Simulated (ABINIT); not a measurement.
PtS2:

```xyz
3
Lattice="3.5432 0.0000 0.0000 -1.7716 3.0685 0.0000 0.0000 0.0000 5.0388" Properties=species:S:1:pos:R:3 pbc="T T T"
Pt    0.0000    0.0000    0.0000
S     1.7716    1.0228    3.8950
S     0.0000    2.0457    1.1438
```

Base run:

* Program: ABINIT 10.8.3 (patched build)
* Functional: HCTH407
* Potentials or basis: JTH PAW PBE v2.0
* Cutoff: 544 eV
* k mesh: 9 × 9 × 5
* Occupations: fermi-dirac, width 0.05 eV
* Spin: no spin polarisation

Its results: band gap on the k mesh 1.09 eV, indirect (least direct gap 1.16 eV); pressure 9.2 GPa; largest force 0.591 eV/Å.

Problem. The run is repeated on the same cell with these changes: functional from HCTH407 to SOGGA. What comes out?

Solution. Band gap on the k mesh 0.92 eV, indirect (least direct gap 0.94 eV); pressure 5.7 GPa; largest force 0.955 eV/Å.

Caveats: the PAW data sets were made with another functional, which shifts forces and pressure a little; spin-orbit coupling is left out, which moves the levels of the heavy elements.
